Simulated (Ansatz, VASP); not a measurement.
# One calculation of NaH, two programs

```xyz
2
Lattice="0.0000 2.6248 2.4052 2.4052 0.0000 2.4052 2.4052 2.6248 0.0000" Properties=species:S:1:pos:R:3 pbc="T T T"
Na    0.0000   -0.1076    0.0000
H     2.4052    2.7324    2.4052
```

Alike in both runs: task single point; functional PBEsol; k mesh 8 × 8 × 8; occupations gaussian, width 0.02 eV; no spin polarisation.

|  | VASP | Ansatz |
| --- | --- | --- |
| version | VASP 6.6.1 | Ansatz 0.2.0 |
| potentials or method | VASP PAW PBE potentials, release 64 (Na_pv, H) | scalar-relativistic, plane waves, PAW |
| plane-wave cutoff (eV) | 520 | 420 |
| valence electrons in the cell | 8 | 10 |

VASP gave:

- gap on the k mesh at the Fermi level (eV): 3.39
- least direct gap on the mesh (eV): 4.22
- pressure (GPa): -1.6
- largest component of the traceless stress (GPa): 0.68
- rms of the force components (eV/Å): 0.030

Task: What did Ansatz give for the same quantities?

Result: gap on the k mesh at the Fermi level (eV): 3.39; least direct gap on the mesh (eV): 4.22; pressure (GPa): -1.6; largest component of the traceless stress (GPa): 0.67; rms of the force components (eV/Å): 0.029.

Atom by atom the forces differ by 0.001 eV/Å (rms over components). The functional is the same, so the differences come from potentials, cutoffs and numerics. The two sets of potentials don't hold the same shells in valence.

Caveats: the PAW data sets were made with another functional, which shifts forces and pressure a little (VASP). A k mesh can miss the band edges.
